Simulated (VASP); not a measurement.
# ZnS (Wurtzite-2H) (P6_3mc) in VASP: notebook, part 3 of 3

VASP 6.6.1. The steps go on from the part before.

## 6. Relaxation of cell and atoms, PBE+TS

Contents of INCAR:

```
PREC = Accurate ; ENCUT = 600
EDIFF = 1E-6 ; ISMEAR = -1
SIGMA = 0.05 ; LREAL = False
LASPH = True ; NELM = 100
ALGO = Normal ; ISIF = 3
LWAVE = False ; LCHARG = False
GGA = PE ; IVDW = 2
IBRION = 2 ; NSW = 60
EDIFFG = -0.02
```

Contents of KPOINTS:

```
Automatic mesh
0
Gamma
  8 8 5
```

Contents of POSCAR:

```
ZnS
1.0
    3.8110000000      0.0000000000      0.0000000000
   -1.9055000000      3.3004228138      0.0000000000
    0.0000000000      0.0000000000      6.2340000000
Zn S
2 2
Direct
    0.6666666667      0.3333333333      0.5000000000
    0.3333333333      0.6666666667      0.0000000000
    0.6666666667      0.3333333333      0.8850000000
    0.3333333333      0.6666666667      0.3850000000
```

Potentials or basis: VASP PAW PBE potentials, release 64 (Zn, S).

The run is started by

```bash
cat potpaw_PBE.64/Zn/POTCAR potpaw_PBE.64/S/POTCAR > POTCAR
mpirun -np 1 vasp_std > vasp.out
```

OUTCAR:

```text
PREC = Accurate
   ENCUT = 600
   EDIFF = 1E-6
   ISMEAR = -1
   LREAL = False
   LASPH = True
   NELM = 100
   ISIF = 3
   GGA = PE
   IVDW = 2
   IBRION = 2
   NSW = 60
   EDIFFG = -0.02
  IVDW =   2

 ion  position               nearest neighbor table
   1  0.667  0.333  0.500-   4 2.31   4 2.31   4 2.31   3 2.40
   2  0.333  0.667  0.000-   3 2.31   3 2.31   3 2.31   4 2.40
   3  0.667  0.333  0.885-   2 2.31   2 2.31   2 2.31   1 2.40
   4  0.333  0.667  0.385-   1 2.31   1 2.31   1 2.31   2 2.40

  LATTYP: Found a hexagonal cell.
 ALAT       =     3.8110000000
 C/A-ratio  =     1.6357911309

  Lattice vectors:

 A1 = (   3.8110000000,   0.0000000000,   0.0000000000)
 A2 = (  -1.9055000000,   3.3004228138,   0.0000000000)
 A3 = (   0.0000000000,   0.0000000000,   6.2340000000)

Analysis of symmetry for initial positions (statically):
=====================================================================
 Subroutine PRICEL returns:
 Original cell was already a primitive cell.

 Routine SETGRP: Setting up the symmetry group for a
 hexagonal supercell.

 Subroutine GETGRP returns: Found 12 space group operations
 (whereof  6 operations were pure point group operations)
 out of a pool of 24 trial point group operations.

The static configuration has the point symmetry C_3v.
 The point group associated with its full space group is C_6v.

Analysis of symmetry for dynamics (positions and initial velocities):
=====================================================================
 Subroutine PRICEL returns:
 Original cell was already a primitive cell.

 Routine SETGRP: Setting up the symmetry group for a
 hexagonal supercell.

 Subroutine GETGRP returns: Found 12 space group operations
 (whereof  6 operations were pure point group operations)
 out of a pool of 24 trial point group operations.

The dynamic configuration has the point symmetry C_3v.
 The point group associated with its full space group is C_6v.

 Subroutine INISYM returns: Found 12 space group operations
 (whereof  6 operations are pure point group operations),
 and found     1 'primitive' translations

----------------------------------------------------------------------------------------

                                     Primitive cell

  volume of cell :      78.4107

  direct lattice vectors                    reciprocal lattice vectors
     3.811000000  0.000000000  0.000000000     0.262398321  0.151495741  0.000000000
    -1.905500000  3.300422814  0.000000000     0.000000000  0.302991482  0.000000000
     0.000000000  0.000000000  6.234000000     0.000000000  0.000000000  0.160410651

  length of vectors
     3.811000000  3.811000000  6.234000000     0.302991482  0.302991482  0.160410651

  position of ions in fractional coordinates (direct lattice)
     0.666666667  0.333333333  0.500000000
     0.333333333  0.666666667  0.000000000
     0.666666667  0.333333333  0.885000000
     0.333333333  0.666666667  0.385000000

  ion indices of the primitive-cell ions
   primitive index   ion index
                 1           1
                 2           2
                 3           3
                 4           4

----------------------------------------------------------------------------------------

 KPOINTS: Automatic mesh

Automatic generation of k-mesh.
 Grid dimensions read from file:
 generate k-points for:    8    8    5

 Generating k-lattice:

  Cartesian coordinates                     Fractional coordinates (reciprocal lattice)
     0.032799790  0.018936968  0.000000000     0.125000000  0.000000000  0.000000000
     0.000000000  0.037873935  0.000000000     0.000000000  0.125000000  0.000000000
     0.000000000  0.000000000  0.032082130     0.000000000  0.000000000  0.200000000

  Length of vectors
     0.037873935  0.037873935  0.032082130

  Shift w.r.t. Gamma in fractional coordinates (k-lattice)
     0.000000000  0.000000000  0.000000000

 Subroutine IBZKPT returns following result:
 ===========================================

 Found     30 irreducible k-points:

 Following reciprocal coordinates:
            Coordinates               Weight
  0.000000  0.000000  0.000000      1.000000
  0.125000  0.000000  0.000000      6.000000
  0.250000  0.000000  0.000000      6.000000
  0.375000  0.000000  0.000000      6.000000
  0.500000  0.000000  0.000000      3.000000
  0.125000  0.125000  0.000000      6.000000
[... 16 lines left out ...]
  0.250000  0.000000  0.400000     12.000000
  0.375000  0.000000  0.400000     12.000000
 [... further k-points ...]
   k-points           NKPTS =     30   k-points in BZ     NKDIM =     30   number of bands    NBANDS=     22
   number of dos      NEDOS =    301   number of ions     NIONS =      4
   total plane-waves  NPLWV =  45000
   dimension x,y,z NGX =    30 NGY =   30 NGZ =   50
   dimension x,y,z NGXF=    60 NGYF=   60 NGZF=  100
   ions per type =               2   2
   NGX,Y,Z   is equivalent  to a cutoff of  13.09, 13.09, 13.33 a.u.
   NGXF,Y,Z  is equivalent  to a cutoff of  26.17, 26.17, 26.67 a.u.
 SYSTEM =  unknown system
   PREC   = accura    normal or accurate (medium, high low for compatibility)
   ISTART =      0    job   : 0-new  1-cont  2-samecut
   ICHARG =      2    charge: 1-file 2-atom 10-const
   ISPIN  =      1    spin polarized calculation?
   LNONCOLLINEAR =      F non collinear calculations
   LSORBIT =      F    spin-orbit coupling
   LASPH  =      T    aspherical Exc in radial PAW
   ENCUT  =  600.0 eV  44.10 Ry    6.64 a.u.   7.61  7.61 12.45*2*pi/ulx,y,z
   NELM   =    100;   NELMIN=  2; NELMDL= -5     # of ELM steps
   EDIFF  = 0.1E-05   stopping-criterion for ELM
   LREAL  =      F    real-space projection
   EDIFFG = -.2E-01   stopping-criterion for IOM
   NSW    =     60    number of steps for IOM
   IBRION =      2    ionic relax: 0-MD 1-quasi-New 2-CG
   NFREE  =      1    steps in history (QN), initial steepest desc. (CG)
   ISIF   =      3    stress and relaxation
   ISYM   =      2    0-nonsym 1-usesym 2-fastsym
   POTIM  = 0.5000    time-step for ionic-motion
   TEBEG  =    0.0;   TEEND  =   0.0 temperature during run
   PSTRESS=    0.0 pullay stress
   NELECT =      36.0000    total number of electrons
   NUPDOWN=      -1.0000    fix difference up-down
   EMIN   =  10.00;   EMAX   =-10.00  energy-range for DOS
   EFERMI =   0.00;   METHOD = LEGACY
   ISMEAR =    -1;   SIGMA  =   0.05  broadening in eV -4-tet -1-fermi 0-gaus
   EFERMI_NEDOS =   21; number of points for ismear=-14 and -15
   IALGO  =     38    algorithm
   IMIX   =      4    mixing-type and parameters
     AMIX     =   0.40;   BMIX     =  1.00
     AMIX_MAG =   1.60;   BMIX_MAG =  1.00
  volume/ion in A,a.u.               =      19.60       132.29
  Fermi-wavevector in a.u.,A,eV,Ry     =   1.262943  2.386617 21.701647  1.595026
  Thomas-Fermi vector in A             =   2.396326
   LORBIT       =      0    0 simple, 1 ext, 2 COOP (PROOUT), +10 PAW based schemes
   GGA     = PE    functional components
   LHFCALC =     F    Hartree Fock is set to
   AEXX    =    0.0000 exact exchange contribution
   IVDW    =     2    specifies the selected vdW correction
   LEPSILON=     F    determine dielectric tensor
   LRPA    =     F    only Hartree local field effects (RPA)
 conjugate gradient relaxation of ions
 non-spin polarized calculation
  energy-cutoff  :      600.00
  volume of cell :       78.41
 maximum number of plane-waves:      2643
   NGX = 15   NGY = 15   NGZ = 25

--------------------------------------- Ionic step        1  -------------------------------------------

 number of electron      36.0000045 magnetization

 Free energy of the ion-electron system (eV)
  ---------------------------------------------------
  ext. energy  EPLUGINS =         0.00000000
  ---------------------------------------------------
  free energy    TOTEN  =       -13.65396175 eV

  energy without entropy =      -13.65396175  energy(sigma->0) =      -13.65396175

------------------------ aborting loop because EDIFF is reached ----------------------------------------

  Tkatchenko/Scheffler method for vdW energy calculation

  Number of pair interactions contributing to vdW energy:   66792
[... 211 lines left out ...]
--------------------------------------- Ionic step        6  -------------------------------------------

 number of electron      36.0000025 magnetization

 Free energy of the ion-electron system (eV)
  ---------------------------------------------------
  ext. energy  EPLUGINS =         0.00000000
  ---------------------------------------------------
  free energy    TOTEN  =       -13.69019408 eV

  energy without entropy =      -13.69019408  energy(sigma->0) =      -13.69019408

 E-fermi :   3.0016     XC(G=0):  -9.5573

 val. band max:        2.0067611732   @ k =   0.0000   0.0000   0.0000
 cond. band min:       4.1011816899   @ k =   0.0000   0.0000   0.0000
 fundamental gap:      2.0944205167
 Fermi energy:         3.0015538978

 k-point     1 :       0.0000    0.0000    0.0000
  band No.  band energies     occupation
      1     -11.0731      2.00000
      2     -10.1803      2.00000
      3      -4.3058      2.00000
      4      -4.2813      2.00000
      5      -4.2813      2.00000
      6      -4.1998      2.00000
[... 589 lines left out ...]
     21       7.3268      0.00000
     22       7.7399      0.00000

 [... further k-points ...]

------------------------ aborting loop because EDIFF is reached ----------------------------------------

  Hirshfeld charges:
            ion         q(e)
   ------------------------------
      1     Zn       0.22819958
      2     Zn       0.22819958
      3     S       -0.22819958
      4     S       -0.22819958

  Tkatchenko/Scheffler method for vdW energy calculation

  Number of pair interactions contributing to vdW energy:   65128

  Edisp (eV):   -0.96281
[... 27 lines left out ...]
  FREE ENERGIE OF THE ION-ELECTRON SYSTEM (eV)
  ---------------------------------------------------
  free  energy   TOTEN  =       -14.6530009795 eV

  energy  without entropy=      -14.6530009795  energy(sigma->0) =      -14.65300098

 reached required accuracy - stopping structural energy minimisation
```

OSZICAR:

```text
N       E                     dE             d eps       ncg     rms          rms(c)
DAV:   1     0.249795195460E+03    0.24980E+03   -0.19103E+04  1320   0.218E+03
[... 54 lines left out ...]
DAV:   2    -0.136968116304E+02    0.13642E-01   -0.51042E-02  1670   0.421E+00    0.526E-01
DAV:   3    -0.136909836337E+02    0.58280E-02   -0.73957E-03  1608   0.106E+00    0.235E-01
DAV:   4    -0.136901804798E+02    0.80315E-03   -0.30195E-03  1566   0.491E-01    0.649E-02
DAV:   5    -0.136901911044E+02   -0.10625E-04   -0.58684E-04  1464   0.302E-01    0.401E-02
DAV:   6    -0.136901936015E+02   -0.24971E-05   -0.64014E-05  1654   0.114E-01    0.148E-02
DAV:   7    -0.136901935125E+02    0.89046E-07   -0.13196E-05  1590   0.773E-02    0.520E-03
DAV:   8    -0.136901940798E+02   -0.56735E-06   -0.35319E-06  1368   0.223E-02
   6 F= -.14653001E+02 E0= -.14653001E+02  d E =-.196465E-02
```

It took 3.3 min on 1 thread of Intel Xeon Platinum 8488C (Sapphire Rapids), shared host; peak memory 0.24 GiB.

What came out:

```
Free energy                            : -14.6530 eV
Relaxed volume                         : 20.01 Å³/atom
Relaxed cell                           : a = 3.825 Å, b = 3.825 Å, c = 6.320 Å, α = 90.00°, β = 90.00°, γ = 120.00°
Space group after relaxing (to 0.05 Å) : P6_3mc (No. 186)
Energy gained by relaxing              : 9.1 meV/atom
Ionic steps                            : 6
Pressure after relaxing                : -0.1 GPa
Band gap on the k mesh                 : 2.09 eV, direct
Hirshfeld charges                      : Zn +0.23; S -0.23 e
Dispersion energy per atom             : -0.241 eV
```

The path:
| step | energy change (eV) | largest force (eV/Å) | pressure (GPa) | volume (Å³) |
| --- | --- | --- | --- | --- |
| 1 | 0.0000 | 0.3640 | 1.75 | 78.41 |
| 2 | -0.0256 | 0.1325 | -0.73 | 80.86 |
| 3 | -0.0258 | 0.1507 | -0.55 | 80.66 |
| 4 | -0.0321 | 0.0708 | -0.13 | 80.26 |
| 5 | -0.0346 | 0.0220 | 0.24 | 79.83 |
| 6 | -0.0365 | 0.0007 | -0.06 | 80.05 |

Final structure:
```cif
data_structure
_symmetry_space_group_name_H-M 'P 1'
_symmetry_Int_Tables_number 1
_cell_length_a 3.8245
_cell_length_b 3.8245
_cell_length_c 6.3195
_cell_angle_alpha 90.000
_cell_angle_beta 90.000
_cell_angle_gamma 120.000
_cell_volume 80.05
loop_
_atom_site_label
_atom_site_type_symbol
_atom_site_fract_x
_atom_site_fract_y
_atom_site_fract_z
_atom_site_occupancy
Zn1 Zn 0.66667 0.33333 0.50639 1
Zn2 Zn 0.33333 0.66667 0.00639 1
S1 S 0.66667 0.33333 0.87861 1
S2 S 0.33333 0.66667 0.37861 1
```

Levels at points of the mesh, in eV from the valence-band top:
| k point | band 16 | band 17 | band 18 | band 19 | band 20 | band 21 |
| --- | --- | --- | --- | --- | --- | --- |
| (0.00, 0.00, 0.00) | -0.12 | 0.00 | 0.00 | 2.09 | 3.13 | 6.35 |
| (0.50, 0.00, 0.00) | -2.16 | -1.67 | -0.86 | 3.71 | 4.18 | 5.08 |

A hybrid or GW would open this gap; PBE tends to underestimate it. Zero-point motion and thermal expansion aren't in these numbers.

## 7. Summary

| level | gap on the mesh (eV) | pressure (GPa) | relaxed volume (Å³/atom) |
| --- | --- | --- | --- |
| PBE+D3 | 2.23 | 0.0 | 19.54 |
| PBE+D3(BJ) | 2.23 | 0.0 | 19.49 |
| PBE+D4 | 2.23 | 0.0 | 19.52 |
| PBE+rVV10 | 2.07 | 0.0 | 19.92 |
| PBE+TS | 2.09 | -0.1 | 20.01 |

Alike in all rows: task relaxation of cell and atoms; potentials or basis VASP PAW PBE potentials, release 64 (Zn, S); no spin polarisation; cell relaxed; k mesh 8 × 8 × 5; cutoff (eV) 600; smearing fermi-dirac 0.05 eV.

Absolute energies hang on the potentials; compare differences alone.
